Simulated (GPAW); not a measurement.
The system is Be.

```xyz
2
Lattice="2.2853 0.0000 0.0000 -1.1426 1.9791 0.0000 0.0000 0.0000 3.5842" Properties=species:S:1:pos:R:3 pbc="T T T"
Be    1.1427    0.6597    2.6882
Be    0.0000    1.3194    0.8961
```

```yaml
Program: GPAW 26.7.0
Task: relaxation of cell and atoms
Functional: PBEsol
Potentials_or_basis: PAW data sets generated in the run's folder for this functional
Cutoff: 800 eV
Basis: pw
k_mesh: 11 × 11 × 6
Occupations: fermi-dirac, width 0.05 eV
Spin: no spin polarisation
```

At the start: pressure -4.0 GPa; volume 8.11 Å³/atom.

Problem. How do energy, volume and symmetry change on relaxing?

Solution. Over 3 steps the energy falls by 3.6 meV/atom and the volume is 7.83 Å³/atom (-3.5 %); space group P6_3/mmc (No. 194, to 0.05 Å).

Step by step:
```csv
step,energy change (eV),largest force (eV/Å),pressure (GPa),volume (Å³)
1,0.0000,0.0000,-3.98,16.21
2,-0.0017,0.0000,-3.50,16.14
3,-0.0071,0.0000,0.12,15.65
```

Final structure:
```
Be
1.0
     2.25571    0.00000    0.00000
    -1.12785    1.95350    0.00000
     0.00000    0.00000    3.55189
Be
2
Direct
  0.66667 0.33333 0.75000
  0.33333 0.66667 0.25000
```

Caveat: later steps reuse the first step's grids.
